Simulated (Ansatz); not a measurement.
BaTe: pressure against volume per atom

Periodic Kohn-Sham DFT of a crystal at fixed atoms; pressure and stress are positive in compression; the energy is the free energy less that of spherical unpolarised free atoms; site moments are those in the method's own spheres, positive along +z. The results are calculated, by Ansatz 0.2.0.

Cell of the first row (space group Pm-3m, No. 221):
```
BaTe
1.0
      4.1565     0.0000     0.0000
      0.0000     4.1565     0.0000
      0.0000     0.0000     4.1565
Ba Te
1 1
Direct
  0.00000 0.00000 0.00000
  0.50000 0.50000 0.50000
```

Settings of every row: method frozen-core PAW; functional PBE; relativity scalar; k mesh 9x9x9; filling fermi-dirac; smearing width 0.05 eV; wave cutoff 420 eV; paw set soft_2.

Atom start moment: 0 on all atoms.

Limits: no spin-orbit coupling on heavy atoms; the cell comes from a prototype or a list of computed structures and needn't be the stable phase.

| row | volume per atom (Å³) | pressure (GPa) |
| --- | --- | --- |
| 1 | 35.905 | 2.266 |
| 2 | 37.413 | 0.703 |
| 3 | 38.176 | 0.029 |
| 4 | 38.94 | ? |
| 5 | 40.467 | -1.614 |

Question: what pressure should row 4 give?

Worked fit of pressure. Take u = (V_r/V)^(2/3) − 1 with V_r = 37.794 Å³ an atom, which is twice the finite (Eulerian) strain; such expansions in the strain, on which the Birch-Murnaghan equation of state is built, carry the rest volume and the bulk modulus. The shown rows have u = 0.03477, 0.00678, -0.00668, -0.04454. Least squares give pressure = 0.3575 + 50.226 × u + 133.95 × u² GPa; a straight line predicts inner rows, each left out in turn, worse (root mean square 0.14 against 0.0023 GPa). The rows lie off it by 0.000, -0.001, 0.001, 0.000. The pressure vanishes at u = -0.0073, or V = 38.21 Å³ an atom, and there the bulk modulus at fixed shape and fractions is B = −V dP/dV = (2/3)(1 + u) dP/du = 32 GPa. The withheld row has u = -0.01972, so the fit gives 0.3575 + 50.226 × (-0.01972) + 133.95 × (-0.01972)² = -0.581 GPa.

The calculation gave -0.577 GPa. The fit lies 0.004 GPa (0.1 % of the column's range) below it; its largest miss of a shown row is 0.001 GPa.
